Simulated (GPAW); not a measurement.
A run of GPAW 26.7.0 is set up as follows.

run.py

```python
import numpy as np
from ase import Atoms
from ase.dft.bandgap import bandgap
from ase.io import write
from ase.units import GPa
from gpaw import GPAW, PW
from gpaw.spinorbit import soc_eigenstates

atoms = Atoms(['Ga', 'N'],
              cell=[[0.0, 2.2535006075, 2.2535006075],
                    [2.2535006075, 0.0, 2.2535006075],
                    [2.2535006075, 2.2535006075, 0.0]],
              scaled_positions=[[0.0, 0.0, 0.0],
                                [0.25, 0.25, 0.25]],
              pbc=True)

calc = GPAW(mode=PW(800),
            xc='MGGA_X_SCAN+MGGA_C_SCAN',
            kpts={'size': (10, 10, 10), 'gamma': True},
            occupations={'name': 'fermi-dirac', 'width': 0.05},
            nbands=11,
            convergence={'density': 1e-05, 'energy': 1e-05},
            maxiter=150,
            txt='gpaw.txt')
atoms.calc = calc
energy = atoms.get_potential_energy()
forces = atoms.get_forces()
stress = atoms.get_stress()
calc.write('gs.gpw')
write('result.traj', atoms)
print(f'Energy: {energy:.6f} eV')
print('Forces (eV/A):')
print(forces.round(4))
print('Stress (GPa):', (stress / GPa).round(3))
print('Fermi level:', round(calc.get_fermi_level(), 4), 'eV')
print(f'Gap: {bandgap(calc)[0]:.4f} eV, direct: {bandgap(calc, direct=True)[0]:.4f} eV')

path = atoms.cell.bandpath('GXWKGLUWLK,UX', npoints=80, eps=1e-4)
bs_calc = calc.fixed_density(kpts=path, symmetry='off', nbands=19,
                             convergence={'bands': 'CBM+6.0', 'eigenstates': 1e-6}, txt='bands.txt')
bs = bs_calc.band_structure()
bs.write('bs.json')
print(f'Gap on the path: {bandgap(bs_calc)[0]:.4f} eV')

soc = soc_eigenstates(bs_calc, theta=90, phi=45, ignore_xc_potential=True)
np.savetxt('soc_bands.dat', soc.eigenvalues(), fmt='%.4f')
mesh = soc_eigenstates('gs.gpw', theta=90, phi=45, ignore_xc_potential=True)
np.savetxt('soc_mesh.dat', mesh.eigenvalues(), fmt='%.4f')
print('Fermi level with spin-orbit coupling:', round(mesh.fermi_level, 4), 'eV')
```

Potentials or basis: GPAW PAW data sets (gpaw-data 1.2.1), pw.

Run with:

```console
$ OMP_NUM_THREADS=1 python run.py
```

(1) Predict the band gap on the k mesh.

(2) Predict the band gap along the path.

Answers

(1) 2.21 eV, direct.

(2) 2.21 eV, direct.

Caveat: spin-orbit coupling was added after a scalar SCF, so levels and gaps hold it while energy, forces, pressure and moments don't; this program's spin-orbit splittings come out too wide for heavy elements; the PAW data sets were made with another functional, which shifts forces and pressure a little.

**What was measured.**

From a printed reference work, textbook, for a bulk crystal of GaN at 0 K: band gap 3.299 eV (direct).

Measured gap of GaN: 3.299 eV (direct; 0 K; a printed reference work, textbook). This calculation gives 2.21 eV (-1.09 eV). The value is that of SCAN, without temperature or zero-point motion. The cell is a database's relaxed one, not the measured one, which moves gaps too.
